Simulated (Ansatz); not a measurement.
# EuO (Fm-3m): equation of state

The task here is to estimate one member of a computed series from the others.

Computed with Ansatz 0.2.0 (DFT PBE+U (U_eff = 6 eV on Eu 4f), scalar-relativistic, plane waves, PAW, unless a step's input says otherwise).

### The structure to begin with

Symmetry: Fm-3m, No. 225, cubic system. Conventional cell: a = 5.177 Å, b = 5.177 Å, c = 5.177 Å, α = 90.00°, β = 90.00°, γ = 90.00°. Eu (site symmetry m-3m) has 6 O at 2.59 Å as nearest neighbours. O (site symmetry m-3m) has 6 Eu at 2.59 Å as nearest neighbours.

Coordinates:

```cif
data_structure
_symmetry_space_group_name_H-M 'P 1'
_symmetry_Int_Tables_number 1
_cell_length_a 3.6604
_cell_length_b 3.6604
_cell_length_c 3.6604
_cell_angle_alpha 60.000
_cell_angle_beta 60.000
_cell_angle_gamma 60.000
_cell_volume 34.68
loop_
_atom_site_label
_atom_site_type_symbol
_atom_site_fract_x
_atom_site_fract_y
_atom_site_fract_z
_atom_site_occupancy
Eu1 Eu 0.00000 0.00000 0.00000 1
O1 O 0.50000 0.50000 0.50000 1
```

This cell comes from an earlier session at PBE+U (U_eff = 6 eV on Eu 4f): 17.340 Å³/atom at 0.00 GPa, on a 10×10×10 mesh.

Volume factors to run: 0.980, 1.020, 0.960, 1.040.

The first run:

Contents of input.yaml:

```yaml
crystal:
  lattice:
    - [0.0, 2.5709246839, 2.5709246839]
    - [2.5709246839, 0.0, 2.5709246839]
    - [2.5709246839, 2.5709246839, 0.0]
  atoms:
    - { symbol: Eu, position: [0.0, 0.0, 0.0], spin: 7.44 }
    - { symbol: O, position: [0.5, 0.5, 0.5] }
basis:
  ecutwfc: 420
  ecutrho_ratio: 4
kpoints:
  mp_grid: { grid: [10, 10, 10] }
hamiltonian:
  xc: pbe
  hubbard:
    sites:
      - { species: Eu, l: f, u_eff: 6.0, starting_ns: start.occupation_matrices }
    ns_hold: { iters: 6 }
scf:
  occupations: { method: gaussian, width: 0.05 }
  lower_state_search: "off"
output:
  forces: true
  stress: true
  eigenvalues: true
  populations: true
  hubbard: { sites: [{ species: Eu, l: f }] }
magnetization:
  spin_polarized: true
```

The open shells start from the occupation matrices of the run at the neighbouring geometry (file start.occupation_matrices).

Command:

```sh
$ ansatz run input.yaml --threads 4 --pin off --max-ram 10240MiB --backend cpu --events-out ev --progress --plain --runs-dir out
```

Steps of the session up to this table: Scaling the volume by 0.980; Volume × 1.020; At 0.960 of the relaxed volume; At 1.040 of the relaxed volume.

One of the session's tables, all rows but one given; the rest of the session is left out.

It belongs to the step «The fit». 

| volume (Å³/atom) | energy (meV/atom) | pressure (GPa) | gap (eV) | moment of atom 1 (μB) |
| --- | --- | --- | --- | --- |
| 16.646 | 8.05 | 3.86 | 0.17 | 6.74 |
| 16.993 | 1.91 | 1.82 | 0.28 | 6.75 |
| 17.340 | 0.00 | 0.00 | 0.39 | 6.76 |
| 17.687 | ? | ? | ? | ? |
| 18.033 | 7.03 | -3.11 | 0.59 | 6.78 |

**Question.** Estimate the row for volume (Å³/atom) = 17.687.

Worked estimate for «energy (meV/atom)». A straight line through the neighbours (17.340, 0.00) and (18.033, 7.03) gives 0.00 + (7.03 − 0.00) × (17.687 − 17.340) / (18.033 − 17.340) = 3.52; a parabola fitted to 3 rows on both sides gives 1.71.

As computed: energy (meV/atom): 1.82; pressure (GPa): -1.64; gap (eV): 0.49; moment of atom 1 (μB): 6.77. In «energy (meV/atom)» the line misses by +1.70 and the parabola by -0.11.

Caveats from the session: Warnings in the runs' records: stability check not made.
